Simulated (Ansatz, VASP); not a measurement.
Given: the input of a run of Ansatz 0.2.0 on SnSe2.

Contents of input.yaml:

```yaml
crystal:
  lattice:
    - [3.7854220481, 0.0, 0.0]
    - [-1.8927110241, 3.2782716577, 0.0]
    - [0.0, 0.0, 6.0948175511]
  atoms:
    - { symbol: Sn, position: [0.0, 0.0, 0.0] }
    - { symbol: Se, position: [0.6666666667, 0.3333333333, 0.751] }
    - { symbol: Se, position: [0.3333333333, 0.6666666667, 0.249] }
hamiltonian:
  xc: pbe
  pseudopotentials: { kind: nc, accuracy: standard }
kpoints:
  mp_grid: { grid: [8, 8, 5] }
scf:
  occupations: { method: fermi_dirac, width: 0.05 }
output:
  forces: true
  stress: true
  eigenvalues: true
```

Potentials or basis: PseudoDojo standard (PBE files).

The run is started by

```bash
$ ansatz run input.yaml --threads 2 --pin off --max-ram 5120MiB --backend cpu --events-out ev --progress --plain --runs-dir out
```

Problem. Set up the same calculation for VASP 6.6.1. Potentials there: VASP PAW PBE potentials, release 64 (Sn_d, Se).

Solution. As run (the cutoff follows the program's own potentials):

INCAR

```
SYSTEM = SnSe2
ALGO = Normal
EDIFF = 1E-6
ENCUT = 520
GGA = PE
ISIF = 2
ISMEAR = -1
LASPH = .TRUE.
LCHARG = .FALSE.
LREAL = .FALSE.
LWAVE = .FALSE.
NBANDS = 20
NELM = 100
PREC = Accurate
SIGMA = 0.05
```

KPOINTS

```
k-points
0
G
  8 8 5
  0 0 0
```

POSCAR

```
SnSe2
1.0
    3.7854220481      0.0000000000      0.0000000000
   -1.8927110241      3.2782716577      0.0000000000
    0.0000000000      0.0000000000      6.0948175511
Sn Se
1 2
Direct
    0.0000000000      0.0000000000      0.0000000000
    0.6666666667      0.3333333333      0.7510000000
    0.3333333333      0.6666666667      0.2490000000
```

Potentials or basis: VASP PAW PBE potentials, release 64 (Sn_d, Se).

Run with:

```bash
$ cat potpaw_PBE.64/Sn_d/POTCAR potpaw_PBE.64/Se/POTCAR > POTCAR
$ mpirun -np 1 vasp_std > vasp.out
```

Both were run:

|  | VASP | Ansatz | Ansatz less VASP |
| --- | --- | --- | --- |
| gap on the k mesh at the Fermi level (eV) | 0.83 | 0.82 | -0.010 |
| least direct gap on the mesh (eV) | 1.18 | 1.17 | -0.019 |
| pressure (GPa) | 7.4 | 7.3 | -0.07 |
| largest component of the traceless stress (GPa) | 0.96 | 0.93 | -0.035 |
| rms of the force components (eV/Å) | 0.479 | 0.472 | -0.0072 |

Atom by atom the forces differ by 0.007 eV/Å (rms over components). The two sets of potentials don't hold the same shells in valence.

Caveats: spin-orbit coupling is left out, which moves the levels of the heavy elements; this functional lacks dispersion, which binds the layers, so the pressure and a relaxed spacing across them are unreliable; forces of over 1 eV/Å show positions far from the minimum, so gaps and moduli don't describe the material at rest; an odd mesh through Γ misses points on the zone boundary, where band edges often lie (VASP); odd divisions of the mesh miss points on the zone boundary, where band edges often lie, so the gap on the mesh can be too wide (Ansatz).
